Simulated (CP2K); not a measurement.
**As in CP2K: the effect of functional**

The system is As.

```
As
1.0
     4.13100    0.00000    0.00000
     2.41839    3.34911    0.00000
     2.41839    1.23667    3.11243
As
2
Direct
  0.22600 0.22600 0.22600
  0.77400 0.77400 0.77400
```

Alike in all runs:

| Property | Result |
| --- | --- |
| Program | CP2K 2026.2 |
| Task | band structure |
| Potentials or basis | POTENTIAL_UZH As GTH-PBE-q5; TZVP-MOLOPT-PBE-GTH basis |
| Density cutoff | 9184 eV |
| k mesh | 9 × 9 × 9 |
| Occupations | fermi-dirac, width 0.05 eV |
| Spin | no spin polarisation |

| functional | pressure (GPa) | largest force (eV/Å) |
| --- | --- | --- |
| LDA | 2.6 | 0.67 |
| PBEsol | 2.7 | 0.64 |
| OLYP | 3.5 | 0.31 |
| rev-vdW-DF2 | 4.8 | 0.62 |
| AM05 | ? | ? |
| M06-L | 5.8 | 0.06 |

Task: What does the run with functional AM05 give?

Result: Pressure 2.6 GPa; largest force 0.61 eV/Å.

Caveats: the potentials were made for another functional, which shifts forces and pressure; the basis of atomic orbitals isn't converged, which shifts pressures, moduli and gaps.

Runs at the PBE level aren't shown here.
